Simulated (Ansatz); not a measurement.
LiCl: elastic constants with PBE

The system is LiCl.

```xyz
2
Lattice="0.0000 2.5648 2.5648 2.5648 0.0000 2.5648 2.5648 2.5648 0.0000" Properties=species:S:1:pos:R:3 pbc="T T T"
Cl    2.5648    2.5648    2.5648
Li    0.0000    0.0000    0.0000
```

```
Program             : Ansatz 0.2.0
Task                : elastic constants
Functional          : PBE
Potentials or basis : all-electron LAPW, scalar-relativistic
Cutoff              : 172 eV (chosen from the basis error)
Basis error allowed : 0.001 eV/atom
k mesh              : 7 × 7 × 7
Occupations         : fermi-dirac, width 0.05 eV
Spin                : no spin polarisation
```

The pressure is 0.4 GPa and the band gap on the k mesh is 6.33 eV, direct. The clamped-ion elastic constants C11, C12, C44 are 55, 23, 26 GPa. The voigt bulk modulus is 33 GPa.

Levels at points of the mesh, in eV from the valence-band top:
```
           k point  band 7  band 8  band 9  band 10  band 11  band 12
(0.00, 0.00, 0.00)    0.00    0.00    0.00     6.33    11.79    11.79
```

Elastic tensor in Voigt notation (GPa, ions clamped, in the Cartesian axes of the cell as first typed):
```
55 23 23  0  0  0
23 55 23  0  0  0
23 23 55  0  0  0
 0  0  0 26  0  0
 0  0  0  0 26  0
 0  0  0  0  0 26
```

Run time: 17 s on 1 thread of Intel(R) Xeon(R) Platinum 8259CL CPU @ 2.50GHz (Skylake/Cascade Lake) (shared host), peak memory 0.31 GiB.

Caveat: an odd mesh through Γ misses points on the zone boundary, where band edges often lie.
